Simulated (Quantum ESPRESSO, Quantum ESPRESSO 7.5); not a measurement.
**H on fcc sites of Cu(111): a series in the coverage**

Aim: how the results for H on fcc sites of Cu(111) change with the coverage.

Calculated with Quantum ESPRESSO 7.5; plane-wave DFT, PBE, GBRV ultrasoft pseudopotentials.

## Step 1: The starting structure

The structure is cubic, space group Fm-3m (No. 225). Conventional cell: a = 3.610 Å, b = 3.610 Å, c = 3.610 Å, α = 90.00°, β = 90.00°, γ = 90.00°. Cu has 12 Cu at 2.55 Å nearest.

Set-up: Slabs of 3 layers, covered on the upper face; adsorbates and the top layer relax in a periodic cell, the rest is held (the clean slab relaxes both outer layers); a run under open boundaries (ESM, bc1) gives both vacuum levels. Cells of one to 9 surface sites carry the coverages, on meshes of like density; cold smearing of 0.02 Ry. The slabs take the lattice constants of the bulk relaxed by the same program.

Members 0.1667, 0.25, 0.3333, 0.5 and 0.6667 took the same steps and show in the table alone.

## Step 2: Variable-cell relaxation of the reference

The bulk crystal is relaxed in cell and atoms; the members are built on its lattice constants.

ref.vc.in reads:

```
&control
  prefix = 'ref.vc'
  outdir = './out'
  pseudo_dir = './pseudo'
  nstep = 40
  forc_conv_thr = 0.0003
  calculation = 'vc-relax'
/
&system
  ibrav = 0
  nat = 1
  ntyp = 1
  ecutwfc = 50
  ecutrho = 250
  occupations = 'smearing'
  smearing = 'mv'
  degauss = 0.02
/
&electrons
  conv_thr = 1e-09
  mixing_beta = 0.4
  electron_maxstep = 120
/
&ions
/
&cell
  press_conv_thr = 0.3
/
ATOMIC_SPECIES
  Cu  63.5460  cu_pbe_v1.2.uspp.F.UPF
CELL_PARAMETERS angstrom
  0.00000000000000 1.80500000000000 1.80500000000000
  1.80500000000000 0.00000000000000 1.80500000000000
  1.80500000000000 1.80500000000000 0.00000000000000
ATOMIC_POSITIONS crystal
  Cu  0.000000000000 0.000000000000 0.000000000000
K_POINTS automatic
  19 19 19 0 0 0
```

On the command line:

```sh
> OMP_NUM_THREADS=1 mpirun -n 8 pw.x -nk 8 -in ref.vc.in > ref.vc.out
```

The program printed:

```text
Program PWSCF v.7.5 starts
[citation notice left out]

     Parallel version (MPI & OpenMP), running on       8 processor cores
     Number of MPI processes:                 8
     Threads/MPI process:                     1

     MPI processes distributed on     1 nodes
[...]
Current dimensions of program PWSCF are:
     Max number of different atomic species (ntypx) = 10
     Max number of k-points (npk) =  40000
     Max angular momentum in pseudopotentials (lmaxx) =  4
     Message from routine setup:
     using ibrav=0 with symmetry is DISCOURAGED, use correct ibrav instead

     K-points division:     npool     =       8
     Subspace diagonalization in iterative solution of the eigenvalue problem:
     a serial algorithm will be used

     G-vector sticks info
     --------------------
     sticks:   dense  smooth     PW     G-vecs:    dense   smooth      PW
     Sum         397     313    109                 5209     3767     749

     Using Slab Decomposition

     bravais-lattice index     =            0
     lattice parameter (alat)  =       4.8238  a.u.
     unit-cell volume          =      79.3703 (a.u.)^3
     number of atoms/cell      =            1
     number of atomic types    =            1
     number of electrons       =        19.00
     number of Kohn-Sham states=           14
     kinetic-energy cutoff     =      50.0000  Ry
     charge density cutoff     =     250.0000  Ry
     scf convergence threshold =      1.0E-09
     mixing beta               =       0.4000
     number of iterations used =            8  plain     mixing
     energy convergence thresh.=      1.0E-04
     force convergence thresh. =      3.0E-04
     press convergence thresh. =      3.0E-01
     Exchange-correlation= SLA  PW   PBE  PBE
                           (   1   4   3   4   0   0   0)
     nstep                     =           40

     celldm(1)=   4.823820  celldm(2)=   0.000000  celldm(3)=   0.000000
     celldm(4)=   0.000000  celldm(5)=   0.000000  celldm(6)=   0.000000

     crystal axes: (cart. coord. in units of alat)
               a(1) = (   0.000000   0.707107   0.707107 )
               a(2) = (   0.707107   0.000000   0.707107 )
               a(3) = (   0.707107   0.707107   0.000000 )

     reciprocal axes: (cart. coord. in units 2 pi/alat)
               b(1) = ( -0.707107  0.707107  0.707107 )
               b(2) = (  0.707107 -0.707107  0.707107 )
               b(3) = (  0.707107  0.707107 -0.707107 )

     PseudoPot. # 1 for Cu read from file:
     ./pseudo/cu_pbe_v1.2.uspp.F.UPF
     Pseudo is Ultrasoft + core correction, Zval = 19.0
     Generated by new atomic code, or converted to UPF format
     Using radial grid of  867 points,  6 beta functions with:
                l(1) =   0
                l(2) =   0
                l(3) =   1
                l(4) =   1
                l(5) =   2
                l(6) =   2
     Q(r) pseudized with  8 coefficients,  rinner =    1.150   1.150   1.150
                                                       1.150   1.150

     atomic species   valence    mass     pseudopotential
     Cu               19.00    63.54600     Cu( 1.00)

     48 Sym. Ops., with inversion, found

   Cartesian axes

     site n.     atom                  positions (alat units)
         1        Cu     tau(   1) = (   0.0000000   0.0000000   0.0000000  )

     number of k points=   220  Marzari-Vanderbilt smearing, width (Ry)=  0.0200

     Number of k-points >= 100: set verbosity='high' to print them.

     Dense  grid:     5209 G-vectors     FFT dimensions: (  25,  25,  25)

     Smooth grid:     3767 G-vectors     FFT dimensions: (  24,  24,  24)

     Estimated max dynamical RAM per process >      10.87 MB

     Estimated total dynamical RAM >      78.02 MB

     Check: negative core charge=   -0.000002

     Initial potential from superposition of free atoms

     starting charge      18.0000, renormalised to      19.0000
     Starting wfcs are   13 randomized atomic wfcs +    1 random wfcs

     total cpu time spent up to now is        0.5 secs

     per-process dynamical memory:    13.5 Mb

     Self-consistent Calculation

     iteration #  1     ecut=    50.00 Ry     beta= 0.40
     Davidson diagonalization with overlap
     ethr =  1.00E-02,  avg # of iterations =  5.1

     total cpu time spent up to now is        1.0 secs

     total energy              =    -401.74180208 Ry
     estimated scf accuracy    <       5.15871177 Ry

     iteration #  2     ecut=    50.00 Ry     beta= 0.40
[...]
total energy              =    -403.48742436 Ry
     estimated scf accuracy    <       2.87824041 Ry

     iteration #  3     ecut=    50.00 Ry     beta= 0.40
[...]
total energy              =    -403.79598667 Ry
     estimated scf accuracy    <       0.11640967 Ry

     iteration #  4     ecut=    50.00 Ry     beta= 0.40
[...]
total energy              =    -403.81799956 Ry
     estimated scf accuracy    <       0.08989843 Ry

     iteration #  5     ecut=    50.00 Ry     beta= 0.40
[...]
total energy              =    -403.81024322 Ry
     estimated scf accuracy    <       0.18551424 Ry

     iteration #  6     ecut=    50.00 Ry     beta= 0.40
[...]
total energy              =    -403.81789233 Ry
     estimated scf accuracy    <       0.20131616 Ry

     iteration #  7     ecut=    50.00 Ry     beta= 0.40
[...]
total energy              =    -403.81440845 Ry
     estimated scf accuracy    <       0.21516345 Ry

     iteration #  8     ecut=    50.00 Ry     beta= 0.40
[...]
total energy              =    -403.81411238 Ry
     estimated scf accuracy    <       0.19355424 Ry

     iteration #  9     ecut=    50.00 Ry     beta= 0.40
[...]
total energy              =    -403.80947740 Ry
     estimated scf accuracy    <       0.19026818 Ry

     iteration # 10     ecut=    50.00 Ry     beta= 0.40
[...]
total energy              =    -403.77552872 Ry
     estimated scf accuracy    <       0.16586270 Ry

     iteration # 11     ecut=    50.00 Ry     beta= 0.40
[...]
total energy              =    -403.78790964 Ry
[...]
smearing contrib. (-TS)   =      -0.00009759 Ry
     internal energy E=F+TS    =    -403.78367573 Ry

     The total energy is F=E-TS. E is the sum of the following terms:
     one-electron contribution =    -268.77235433 Ry
     hartree contribution      =     145.82723118 Ry
     xc contribution           =     -38.81340351 Ry
     ewald contribution        =    -242.02514908 Ry

     convergence has been achieved in   7 iterations

     Forces acting on atoms (cartesian axes, Ry/au):

     atom    1 type  1   force =     0.00000000    0.00000000    0.00000000

     Total force =     0.000000     Total SCF correction =     0.000000

     Computing stress (Cartesian axis) and pressure

          total   stress  (Ry/bohr**3)                   (kbar)     P=        0.75
   0.00000508   0.00000000   0.00000000            0.75        0.00        0.00
   0.00000000   0.00000508   0.00000000            0.00        0.75        0.00
   0.00000000   0.00000000   0.00000508            0.00        0.00        0.75

     Energy error            =      2.9E-05 Ry
     Gradient error          =      0.0E+00 Ry/Bohr
     Cell gradient error     =      7.5E-01 kbar

     number of scf cycles    =   2
     number of bfgs steps    =   1

     enthalpy           old  =    -403.7837438703 Ry
     enthalpy           new  =    -403.7837733194 Ry

     CASE: enthalpy          _new < enthalpy          _old

     new trust radius        =       0.0002401613 bohr
     new conv_thr            =            1.0E-11 Ry

     new unit-cell volume =     79.98967 a.u.^3 (    11.85325 Ang^3 )
     density =      8.90225 g/cm^3

CELL_PARAMETERS (angstrom)
   0.000000000   1.809682705   1.809682705
   1.809682705   0.000000000   1.809682705
   1.809682705   1.809682705   0.000000000

ATOMIC_POSITIONS (crystal)
Cu               0.0000000000        0.0000000000        0.0000000000

[...]
NEW-OLD atomic charge density approx. for the potential
     New effective cutoffs (rho, wfc):  246.42   49.73

     Check: negative core charge=   -0.000002

     total cpu time spent up to now is       11.8 secs

     per-process dynamical memory:    16.1 Mb

     Self-consistent Calculation

     iteration #  1     ecut=    50.00 Ry     beta= 0.40
     Davidson diagonalization with overlap
     ethr =  1.00E-06,  avg # of iterations =  2.0

     Threshold (ethr) on eigenvalues was too large:
     Diagonalizing with lowered threshold

     Davidson diagonalization with overlap
     ethr =  1.32E-09,  avg # of iterations =  1.0

     total cpu time spent up to now is       12.4 secs

     total energy              =    -403.78377353 Ry
     estimated scf accuracy    <       0.00000027 Ry

[...]
iteration #  7     ecut=    50.00 Ry     beta= 0.40
[...]
End of self-consistent calculation

     Number of k-points >= 100: set verbosity='high' to print the bands.

     the Fermi energy is    16.0534 ev

!    total energy              =    -403.78377364 Ry
     estimated scf accuracy    <          7.7E-13 Ry
     smearing contrib. (-TS)   =      -0.00009782 Ry
     internal energy E=F+TS    =    -403.78367582 Ry

     The total energy is F=E-TS. E is the sum of the following terms:
     one-electron contribution =    -268.82752967 Ry
     hartree contribution      =     145.84974470 Ry
     xc contribution           =     -38.81323895 Ry
     ewald contribution        =    -241.99265190 Ry

     convergence has been achieved in   7 iterations

     Forces acting on atoms (cartesian axes, Ry/au):

     atom    1 type  1   force =     0.00000000    0.00000000    0.00000000

     Total force =     0.000000     Total SCF correction =     0.000000

     Computing stress (Cartesian axis) and pressure

          total   stress  (Ry/bohr**3)                   (kbar)     P=        1.08
   0.00000733  -0.00000000   0.00000000            1.08       -0.00        0.00
   0.00000000   0.00000733  -0.00000000            0.00        1.08       -0.00
   0.00000000  -0.00000000   0.00000733            0.00       -0.00        1.08

     Energy error            =      3.2E-07 Ry
     Gradient error          =      0.0E+00 Ry/Bohr
     Cell gradient error     =      1.1E+00 kbar

     number of scf cycles    =   3
     number of bfgs steps    =   2

     enthalpy           old  =    -403.7837733194 Ry
     enthalpy           new  =    -403.7837736360 Ry

     CASE: enthalpy          _new < enthalpy          _old

     WARNING: bfgs curvature condition failed, Theta= 0.554
     uphill step: resetting bfgs history

     new trust radius        =       0.0002641951 bohr
     new conv_thr            =            1.0E-11 Ry

     new unit-cell volume =     80.02512 a.u.^3 (    11.85850 Ang^3 )
     density =      8.89831 g/cm^3

CELL_PARAMETERS (angstrom)
   0.000000000   1.809949993   1.809949993
   1.809949993  -0.000000000   1.809949993
   1.809949993   1.809949993   0.000000000

ATOMIC_POSITIONS (crystal)
Cu               0.0000000000        0.0000000000        0.0000000000

[...]
NEW-OLD atomic charge density approx. for the potential
     New effective cutoffs (rho, wfc):  246.35   49.72

     Check: negative core charge=   -0.000002

     total cpu time spent up to now is       14.5 secs

     per-process dynamical memory:    17.1 Mb

[...]
!    total energy              =    -403.78377383 Ry
[...]
Total force =     0.000000     Total SCF correction =     0.000000
[...]
number of bfgs steps    =   3
[...]
new trust radius        =       0.0001627828 bohr
[...]
!    total energy              =    -403.78377387 Ry
[...]
Total force =     0.000000     Total SCF correction =     0.000000
[...]
Self-consistent Calculation

     iteration #  1     ecut=    50.00 Ry     beta= 0.40
     Davidson diagonalization with overlap
     ethr =  1.00E-06,  avg # of iterations = 12.9

     total cpu time spent up to now is       20.9 secs

     total energy              =    -401.62124280 Ry
     estimated scf accuracy    <       5.37636055 Ry

[...]
iteration # 19     ecut=    50.00 Ry     beta= 0.40
[...]
End of self-consistent calculation

     Number of k-points >= 100: set verbosity='high' to print the bands.

     the Fermi energy is    16.0384 ev

!    total energy              =    -403.78384068 Ry
     estimated scf accuracy    <          2.7E-13 Ry
     smearing contrib. (-TS)   =      -0.00009827 Ry
     internal energy E=F+TS    =    -403.78374240 Ry

     The total energy is F=E-TS. E is the sum of the following terms:
     one-electron contribution =    -268.92535489 Ry
     hartree contribution      =     145.88942427 Ry
     xc contribution           =     -38.81290894 Ry
     ewald contribution        =    -241.93490285 Ry

     convergence has been achieved in  19 iterations

     Forces acting on atoms (cartesian axes, Ry/au):

     atom    1 type  1   force =     0.00000000    0.00000000    0.00000000

     Total force =     0.000000     Total SCF correction =     0.000000

     Computing stress (Cartesian axis) and pressure

          total   stress  (Ry/bohr**3)                   (kbar)     P=        0.33
   0.00000226   0.00000000   0.00000000            0.33        0.00        0.00
   0.00000000   0.00000226   0.00000000            0.00        0.33        0.00
   0.00000000   0.00000000   0.00000226            0.00        0.00        0.33

[...]
=------------------------------------------------------------------------------=
   JOB DONE.
=------------------------------------------------------------------------------=
```

Run time: 27 s. Hardware: 8 MPI ranks of Arm Neoverse V1, shared host; peak memory 0.42 GiB; 3.6 min of CPU time.

The steps of the relaxation:

```csv
step,energy less that of the first step (eV),largest force (eV/Å),volume (Å³)
1,0.0000,0.0000,11.76
2,-0.0004,0.0000,11.85
3,-0.0004,0.0000,11.85
4,-0.0004,0.0000,11.86
5,-0.0004,0.0000,11.86
6,-0.0013,0.0000,11.86
```

```
conventional cell, symmetrised  before  after  change
                         a (Å)   3.610  3.620  +0.3 %
                         b (Å)   3.610  3.620  +0.3 %
                         c (Å)   3.610  3.620  +0.3 %
              volume (Å³/atom)   11.76  11.86  +0.9 %
```

Final coordinates:

```
Cu
1.0
     0.00000    1.81011    1.81011
     1.81011    0.00000    1.81011
     1.81011    1.81011    0.00000
Cu
1
Direct
  0.00000 0.00000 0.00000
```

 The last row is no step: it is a fresh SCF in the final cell with a new plane-wave basis, -1 meV from the row before.

Numbers from this step:

| Item | Value |
| --- | --- |
| free energy | -5493.7590 eV |
| Fermi energy | 16.04 eV |

## Step 3: SCF with pw.x of the reference

A bulk run at that cell gives the reference energy and levels.

ref.bulk.in reads:

```
&control
  prefix = 'ref.bulk'
  outdir = './out'
  pseudo_dir = './pseudo'
  calculation = 'scf'
  tprnfor = .true.
/
&system
  ibrav = 0
  nat = 1
  ntyp = 1
  ecutwfc = 40
  ecutrho = 200
  occupations = 'smearing'
  smearing = 'mv'
  degauss = 0.02
/
&electrons
  conv_thr = 1e-09
  mixing_beta = 0.4
  electron_maxstep = 120
/
ATOMIC_SPECIES
  Cu  63.5460  cu_pbe_v1.2.uspp.F.UPF
CELL_PARAMETERS angstrom
  0.00000000000000 1.81011467000000 1.81011467000000
  1.81011467000000 0.00000000000000 1.81011467000000
  1.81011467000000 1.81011467000000 0.00000000000000
ATOMIC_POSITIONS crystal
  Cu  0.000000000000 0.000000000000 0.000000000000
K_POINTS automatic
  19 19 19 0 0 0
```

On the command line:

```sh
> OMP_NUM_THREADS=1 mpirun -n 8 pw.x -nk 8 -in ref.bulk.in > ref.bulk.out
```

The program printed:

```text
[banner, memory and clock lines left out]
Program PWSCF v.7.5 starts
[citation notice left out]

[...]
Message from routine setup:
[...]
bravais-lattice index     =            0
     lattice parameter (alat)  =       4.8375  a.u.
     unit-cell volume          =      80.0470 (a.u.)^3
     number of atoms/cell      =            1
     number of atomic types    =            1
     number of electrons       =        19.00
     number of Kohn-Sham states=           14
     kinetic-energy cutoff     =      40.0000  Ry
     charge density cutoff     =     200.0000  Ry
     scf convergence threshold =      1.0E-09
     mixing beta               =       0.4000
     number of iterations used =            8  plain     mixing
     Exchange-correlation= SLA  PW   PBE  PBE
                           (   1   4   3   4   0   0   0)

[...]
PseudoPot. # 1 for Cu read from file:
     ./pseudo/cu_pbe_v1.2.uspp.F.UPF
     Pseudo is Ultrasoft + core correction, Zval = 19.0
     Generated by new atomic code, or converted to UPF format
     Using radial grid of  867 points,  6 beta functions with:
                l(1) =   0
                l(2) =   0
                l(3) =   1
                l(4) =   1
                l(5) =   2
                l(6) =   2
     Q(r) pseudized with  8 coefficients,  rinner =    1.150   1.150   1.150
                                                       1.150   1.150

     atomic species   valence    mass     pseudopotential
     Cu               19.00    63.54600     Cu( 1.00)

     48 Sym. Ops., with inversion, found

[...]
number of k points=   220  Marzari-Vanderbilt smearing, width (Ry)=  0.0200

     Number of k-points >= 100: set verbosity='high' to print them.

     Dense  grid:     3839 G-vectors     FFT dimensions: (  24,  24,  24)

     Smooth grid:     2733 G-vectors     FFT dimensions: (  20,  20,  20)

     Check: negative core charge=   -0.000002

     Initial potential from superposition of free atoms

     starting charge      18.0000, renormalised to      19.0000
     Starting wfcs are   13 randomized atomic wfcs +    1 random wfcs

     per-process dynamical memory:    10.3 Mb

     Self-consistent Calculation

     iteration #  1     ecut=    40.00 Ry     beta= 0.40
     Davidson diagonalization with overlap
     ethr =  1.00E-02,  avg # of iterations =  5.1

     total energy              =    -401.71754135 Ry
     estimated scf accuracy    <       5.20004976 Ry

     iteration #  2     ecut=    40.00 Ry     beta= 0.40
[...]
total energy              =    -403.48063913 Ry
     estimated scf accuracy    <       2.93978231 Ry

     iteration #  3     ecut=    40.00 Ry     beta= 0.40
[...]
total energy              =    -403.79443089 Ry
     estimated scf accuracy    <       0.11931230 Ry

     iteration #  4     ecut=    40.00 Ry     beta= 0.40
[...]
total energy              =    -403.81558008 Ry
     estimated scf accuracy    <       0.08573693 Ry

     iteration #  5     ecut=    40.00 Ry     beta= 0.40
[...]
total energy              =    -403.78377288 Ry
     estimated scf accuracy    <       0.18369126 Ry

     iteration #  6     ecut=    40.00 Ry     beta= 0.40
[...]
total energy              =    -403.79218691 Ry
     estimated scf accuracy    <       0.05440410 Ry

[...]
iteration # 13     ecut=    40.00 Ry     beta= 0.40
[...]
total energy              =    -403.78220397 Ry
     estimated scf accuracy    <       0.00000169 Ry

     iteration # 14     ecut=    40.00 Ry     beta= 0.40
[...]
total energy              =    -403.78220408 Ry
     estimated scf accuracy    <       0.00000011 Ry

     iteration # 15     ecut=    40.00 Ry     beta= 0.40
[...]
total energy              =    -403.78220410 Ry
     estimated scf accuracy    <          1.8E-09 Ry

     iteration # 16     ecut=    40.00 Ry     beta= 0.40
[...]
End of self-consistent calculation

     Number of k-points >= 100: set verbosity='high' to print the bands.

     the Fermi energy is    16.0419 ev

!    total energy              =    -403.78220410 Ry
     estimated scf accuracy    <          2.9E-10 Ry
     smearing contrib. (-TS)   =      -0.00009818 Ry
     internal energy E=F+TS    =    -403.78210592 Ry

     The total energy is F=E-TS. E is the sum of the following terms:
     one-electron contribution =    -268.92372850 Ry
     hartree contribution      =     145.88941008 Ry
     xc contribution           =     -38.81288465 Ry
     ewald contribution        =    -241.93490285 Ry

     convergence has been achieved in  16 iterations

     Forces acting on atoms (cartesian axes, Ry/au):

     atom    1 type  1   force =     0.00000000    0.00000000    0.00000000

     Total force =     0.000000     Total SCF correction =     0.000000

[...]
```

Wall time 3.1 s (8 MPI ranks); peak memory 0.38 GiB.

This step gave:

```
free energy : -5493.7368 eV
```

[end of part 1 of 8]

[Logs are printed without paths, hosts, clocks, repeated set-up lines and the standing remarks that a program may print on its own settings, such as how far it seeks lower states.]

[Hosts, paths, dates, database ids (printed as entryN), source tags and the programs' standing remarks are cut or masked in the printed files.]

[Maps of the electrostatic potential energy from Ansatz leave out the sawtooth potential of an applied field or a dipole correction, so their vacuum need not be flat; planar profiles and work functions include it.]
